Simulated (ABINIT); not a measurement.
**WS2: single point with PW91**

WS2:

```
W S
1.0
     1.57900    0.91164    6.16333
    -1.57900    0.91164    6.16333
     0.00000   -1.82327    6.16333
W S
1 2
Direct
  0.00000 0.00000 0.00000
  0.58100 0.58100 0.58100
  0.75030 0.75030 0.75030
```

Measurements of this composition are mostly on another form, of space group No. 194.

```yaml
Program: ABINIT 10.8.3 (patched build)
Task: single point
Functional: PW91
Potentials_or_basis: JTH PAW PBE v2.0
Cutoff: 653 eV
k_mesh: 10 × 10 × 10
Occupations: fermi-dirac, width 0.05 eV
Spin: no spin polarisation
Fine-grid_cutoff: 1251.72 eV
```

```json
{
  "Pressure": "4.8 GPa",
  "Largest force": "0.608 eV/Å",
  "Band gap on the k mesh": "1.06 eV, indirect (least direct gap 2.23 eV)",
  "Valence electrons inside the program's atomic spheres": "W 11.77; S 3.63, 3.64"
}
```

Forces on the atoms (eV/Å):
```
W    0.000  0.000 -0.608
S    0.000  0.000  0.074
S    0.000  0.000  0.534
```

Levels at points of the mesh, in eV from the valence-band top:
| k point | band 11 | band 12 | band 13 | band 14 | band 15 | band 16 |
| --- | --- | --- | --- | --- | --- | --- |
| (0.00, 0.00, 0.00) | -2.29 | -1.57 | -1.20 | 2.19 | 2.19 | 2.52 |
| (0.50, 0.00, 0.00) | -2.58 | -1.81 | -1.71 | 2.29 | 2.60 | 3.63 |
| (0.50, 0.50, 0.00) | -3.18 | -2.01 | -1.53 | 2.24 | 2.71 | 3.23 |
| (0.50, 0.50, 0.50) | -2.25 | -2.25 | 0.00 | 2.30 | 2.30 | 2.37 |

It took 8.2 min on 1 thread of Arm Neoverse V1, on a shared host, peak memory 0.39 GiB.

Caveat: the PAW data sets were made with another functional, which shifts forces and pressure a little; spin-orbit coupling is left out, which moves the levels of the heavy elements. A k mesh can miss the band edges.
